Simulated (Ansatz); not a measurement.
Task: a comparison of enthalpies under pressure of two structures of Ba, with Ansatz's Python interface. Give the script and its output. Level of theory (first run): PBE, PAW, cutoff 450 eV, 11×11×11 k-points, Fermi-Dirac smearing of 0.1 eV.

The script, `ba_transition.py`:
```python
import logging
import sys
import warnings

import ansatz as az
import numpy as np
from tabulate import tabulate

logging.basicConfig(stream=sys.stdout, format="%(name)s: %(message)s")
logger = logging.getLogger("ansatz_job")
logger.setLevel(logging.INFO)


def sc(first, a):
    return (
        az.Lattice.cubic(a)
        .space_group(221)
        .atom(first, [0, 0, 0])
    )


def bcc(a_site, a):
    return (
        az.Lattice.bcc(a)
        .space_group(229)
        .atom(a_site, [0, 0, 0])
        .primitive()
    )


def compute(name, crystal, pressure=0.0):
    calc = crystal.calculation()
    calc = calc.functional("pbe").basis(450)
    calc = calc.kpoints(spacing=0.15).occupations("fermi_dirac", width=0.1)
    calc = calc.relax(force_tolerance=0.03, cell=True, pressure=pressure)
    return calc.run(threads=1, pin="off")


def volume_per_atom(outcome):
    return abs(np.linalg.det(outcome.lattice.cell_ang)) / len(outcome.lattice.sites)

warnings.simplefilter("ignore")

phases = {}
phases["sc"] = sc("Ba", 4.11)
phases["bcc"] = bcc("Ba", 5.01)

pressures = [0, 10, 20, 30]
enthalpy, volume = {name: [] for name in phases}, {name: [] for name in phases}
for p in pressures:
    for name, crystal in phases.items():
        o = compute(name, crystal, pressure=p)
        volume[name].append(volume_per_atom(o))
        enthalpy[name].append(o.report["energy_sigma0_ev"] / len(o.lattice.sites) + p * volume[name][-1] / 160.21766)
gap = np.array(enthalpy["bcc"]) - np.array(enthalpy["sc"])
rows = [(p, va, vb, 1000 * d) for p, va, vb, d in zip(pressures, volume["sc"], volume["bcc"], gap)]
print(tabulate(rows, headers=["P (GPa)", "V sc (A^3/atom)", "V bcc (A^3/atom)", "H(bcc) - H(sc) (meV/atom)"], floatfmt=".4f", tablefmt="rst"))
crossings = [p0 - g0 * (p1 - p0) / (g1 - g0) for p0, p1, g0, g1 in zip(pressures, pressures[1:], gap, gap[1:]) if g0 * g1 < 0]
print("crossing near", [round(float(p), 1) for p in crossings], "GPa") if crossings else print("no crossing in this range")
```

```console
$ python ba_transition.py
=========  =================  ==================  ===========================
  P (GPa)    V sc (A^3/atom)    V bcc (A^3/atom)    H(bcc) - H(sc) (meV/atom)
=========  =================  ==================  ===========================
        0            62.0135             63.3968                    -306.4578
       10            34.9267             36.1403                    -196.4672
       20            28.3393             28.5743                    -148.1999
       30            25.5061             24.6821                    -161.5521
=========  =================  ==================  ===========================
no crossing in this range
```

Notes:
- Absolute energies stand on the zero of these potentials, so only differences at equal settings mean something.
- At a fixed pressure a relaxation lowers the enthalpy F + PV, while F alone can rise.
- Only these two structures are compared, at zero temperature and with their symmetry kept; either may be hypothetical, and another phase may be lower than both. Differences under 10 to 15 meV an atom lie within the error of mesh and functional.
- The cells are prototypes set up for this calculation and needn't exist.
- Finished in 2.1 min on 1 thread of Arm Neoverse V2, on a shared host, peak memory 0.46 GiB.
